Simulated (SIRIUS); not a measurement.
Pd:

```xyz
1
Lattice="0.0000 1.9465 1.9465 1.9465 0.0000 1.9465 1.9465 1.9465 0.0000" Properties=species:S:1:pos:R:3 pbc="T T T"
Pd    0.0000    0.0000    0.0000
```

Base run:

| Item | Value |
| --- | --- |
| Program | SIRIUS 7.10.0 |
| Functional | PBE |
| Potentials or basis | PseudoDojo 0.5 PBE stringent (scalar relativistic) |
| Cutoff | 1127 eV |
| Density cutoff | 4507 eV |
| k mesh | 12 × 12 × 12 |
| Occupations | fermi-dirac, width 0.05 eV |
| Spin | no spin polarisation |

Its results: band gap on the k mesh none (metal or under the smearing width); pressure 6.9 GPa.

Problem. The run is repeated on the same cell with these changes: potentials or basis from PseudoDojo 0.5 PBE stringent (scalar relativistic) to JTH 2.0 PBE (PAW); cutoff from 1127 eV to 611 eV; density cutoff from 4507 eV to 5442 eV. What comes out?

Solution. Band gap on the k mesh none (metal or under the smearing width); pressure 14.3 GPa.

Caveats: this set's palladium file may shift the pressure by some GPa (some runs).
